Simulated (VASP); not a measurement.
Set up this calculation in VASP 6.6.1, as the native input.

```
Task                   : single point
Functional             : revPBE
Potentials or basis    : VASP PAW PBE potentials, release 64 (Ga_d, Se)
Cutoff                 : 520 eV
k mesh                 : 8 × 8 × 2
Occupations            : gaussian, width 0.01 eV
Spin                   : no spin polarisation
Dipole correction      : no
Further INCAR settings : ALGO = Fast; EDIFF = 1e-06; NBANDS = 48
```

The structure of GaSe lies in POSCAR:

```
GaSe
1.0
    3.7420000000      0.0000000000      0.0000000000
   -1.8710000000      3.2406670600      0.0000000000
    0.0000000000      0.0000000000     15.9190000000
Ga Se
4 4
Direct
    0.3333333338      0.6666666677      0.1770000000
    0.6666666662      0.3333333323      0.6770000000
    0.3333333338      0.6666666677      0.3230000000
    0.6666666662      0.3333333323      0.8230000000
    0.3333333338      0.6666666677      0.6000000000
    0.6666666662      0.3333333323      0.1000000000
    0.3333333338      0.6666666677      0.9000000000
    0.6666666662      0.3333333323      0.4000000000
```

These files were run (other wordings do the same):

INCAR

```
SYSTEM = GaSe
ALGO     = Fast           ! electronic algorithm
EDIFF    = 1E-6           ! SCF threshold, eV
ENCUT    = 520            ! plane-wave cutoff, eV
GGA      = RE             ! functional
ISIF     = 2              ! what is computed and relaxed
ISMEAR   = 0              ! smearing method
LASPH    = .TRUE.         ! aspherical terms in the spheres
LCHARG   = .TRUE.         ! write CHGCAR
LELF     = .TRUE.         ! ELF
LREAL    = .FALSE.        ! projectors in reciprocal space
LVHAR    = .TRUE.       
LWAVE    = .FALSE.        ! write WAVECAR
NBANDS   = 48             ! bands
NELM     = 100            ! most SCF steps
PREC     = Accurate       ! precision mode
SIGMA    = 0.01           ! smearing width, eV
```

KPOINTS

```
k-points
0
G
  8 8 2
  0 0 0
```

Potentials or basis: VASP PAW PBE potentials, release 64 (Ga_d, Se).

Command:

```bash
$ cat potpaw_PBE.64/Ga_d/POTCAR potpaw_PBE.64/Se/POTCAR > POTCAR
$ mpirun -np 1 vasp_std > vasp.out
```

Results of the run:

- Pressure: 4.6 GPa
- Largest force: 1.239 eV/Å
- Band gap on the k mesh: 1.31 eV, direct

Caveat: the PAW data sets were made with another functional, which shifts forces and pressure a little; this functional lacks dispersion, which binds the layers, so the pressure and a relaxed spacing across them are unreliable.

It took 4.2 min on 1 thread of Intel(R) Xeon(R) Platinum 8488C (Sapphire Rapids), with other jobs on the host, peak memory 0.36 GiB.
